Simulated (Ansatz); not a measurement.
**AlN: a tetragonal deformation path**

Aim: for AlN, follow a tetragonal deformation at fixed volume.

Method: DFT r2SCAN, scalar-relativistic, plane waves, PAW, in Ansatz 0.2.0.

1 further run of the same task is left out (set aside as unsound or not needed). Runs told in other sessions of the task aren't counted.

### 1 The starting structure

It takes space group F-43m (No. 216, cubic). Conventional cell: a = 4.370 Å, b = 4.370 Å, c = 4.370 Å, α = 90.00°, β = 90.00°, γ = 90.00°. Al (site symmetry -43m) has 4 N at 1.89 Å in its first shell of neighbours. Around N (site symmetry -43m) lie 4 Al at 1.89 Å.

Structure file:

```cif
data_structure
_symmetry_space_group_name_H-M 'F-43m'
_symmetry_Int_Tables_number 216
_cell_length_a 4.3698
_cell_length_b 4.3698
_cell_length_c 4.3698
_cell_angle_alpha 90.000
_cell_angle_beta 90.000
_cell_angle_gamma 90.000
_cell_volume 83.44
loop_
_atom_site_label
_atom_site_type_symbol
_atom_site_symmetry_multiplicity
_atom_site_Wyckoff_symbol
_atom_site_fract_x
_atom_site_fract_y
_atom_site_fract_z
_atom_site_occupancy
Al1 Al 4 a 0.00000 0.00000 0.00000 1
N1 N 4 c 0.25000 0.25000 0.25000 1
```

It goes back to an entry of the Materials Project, which need not be the stable form.

This cell was relaxed beforehand with the same method: volume 10.43 Å³/atom, gap on the mesh 3.94 eV.

### 2 Zero of the scan

The input, input.yaml:

```yaml
crystal:
  lattice:
    - [0.0, 2.1849006282, 2.1849006282]
    - [2.1849006282, 0.0, 2.1849006282]
    - [2.1849006282, 2.1849006282, 0.0]
  atoms:
    - { symbol: Al, position: [0.0, 0.0, 0.0] }
    - { symbol: "N", position: [0.75, 0.75, 0.75] }
basis:
  ecutwfc: 500
kpoints:
  mp_grid: { grid: [10, 10, 10] }
hamiltonian:
  xc: r2scan
scf:
  occupations: { method: gaussian, width: 0.05 }
output:
  forces: true
  stress: true
  eigenvalues: true
  write_density: true
  write_potential: true
  elf: true
  volumetric_format: npy
```

The run is started by

```
> ansatz run input.yaml --threads 1 --pin off --max-ram 2560MiB --backend cpu --events-out ev --progress --plain --runs-dir out
```

The session goes on with these runs: point ρ = 0.707; At ρ = 1.414; At ρ = 0.850; point ρ = 1.200; ρ = 0.780; point ρ = 1.300; ρ = 0.920; ρ = 1.100; point ρ = 0.650; At ρ = 1.500; At ρ = 0.960; At ρ = 1.050.

**Question.** What will these runs give? Wanted: highest point.

**Answer**, as computed:

| quantity | value |
| --- | --- |
| highest point | 1032.9 meV/atom at ρ = 1.500 |

The undisturbed cell stays the lowest of the sampled points. No further minimum shows among the sampled points. The gap on the mesh stays between 0.31 and 3.94 eV.
